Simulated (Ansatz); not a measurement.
The system is TiTe2.

```
Te Ti
1.0
     3.77700    0.00000    0.00000
    -1.88850    3.27098    0.00000
     0.00000    0.00000    6.49800
Te Ti
2 1
Direct
  0.33333 0.66667 0.73720
  0.66667 0.33333 0.26280
  0.00000 0.00000 0.00000
```

* Program: Ansatz 0.2.0
* Task: relaxation of cell and atoms
* Functional: LDA
* Potentials or basis: Ansatz PAW
* Cutoff: 420 eV (not typed: the program's choice for these potentials)
* k mesh: 8 × 8 × 4
* Occupations: fermi-dirac, width 0.05 eV
* Spin: no spin polarisation

At the start: volume 26.76 Å³/atom.

How do energy, volume and symmetry change on relaxing?

It ends after 8 steps and the volume is 24.60 Å³/atom (-8.1 %); space group P-3m1 (No. 164, to 0.05 Å).

The path:
```tsv
step	energy change (eV)	largest force (eV/Å)	volume (Å³)
1	0.0000	0.3100	80.28
2	-0.0369	0.1449	69.69
3	-0.0752	0.0437	74.81
4	-0.0775	0.0246	73.93
5	-0.0776	0.0032	73.79
6	-0.0762	0.0032	73.79
7	-0.0762	0.0005	73.79
8	-0.0762	0.0005	73.79
```

Final structure:
```
CELL_PARAMETERS angstrom
3.67583 0.00000 0.00000
-1.83791 3.18336 0.00000
0.00000 0.00000 6.30561
ATOMIC_POSITIONS crystal
Te 0.33333 0.66667 0.73049
Te 0.66667 0.33333 0.26951
Ti 0.00000 0.00000 0.00000
```

Caveat: the plane-wave basis is chosen anew once the cell has moved, so the energies of steps on either side of that aren't comparable; the PAW data sets come from PBE, with cores solved anew for the run's functional, which leaves a small shift of forces and pressure.
